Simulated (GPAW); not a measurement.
Crystal: ZnO (zincite).

```xyz
4
Lattice="3.2493 0.0000 0.0000 -1.6247 2.8140 0.0000 0.0000 0.0000 5.2057" Properties=species:S:1:pos:R:3 pbc="T T T"
Zn    1.6247    0.9380    0.0000
Zn    0.0000    1.8760    2.6029
O     0.0000    1.8760    4.5759
O     1.6247    0.9380    1.9730
```

Base run:

| Item | Value |
| --- | --- |
| Program | GPAW 26.7.0 |
| Functional | r4SCAN |
| Potentials or basis | GPAW PAW data sets (gpaw-data 1.2.1) |
| Cutoff | 800 eV |
| Basis | pw |
| k mesh | 6 × 6 × 3 |
| Occupations | fermi-dirac, width 0.05 eV |
| Spin | no spin polarisation |

Its results: band gap on the k mesh 1.24 eV, direct; pressure -2.8 GPa.

Problem. The run is repeated on the same cell with these changes: functional from r4SCAN to M06-L. What comes out?

Solution. Band gap on the k mesh 0.71 eV, direct; pressure 7.9 GPa.

Caveats: the PAW data sets were made with another functional, which shifts forces and pressure a little.
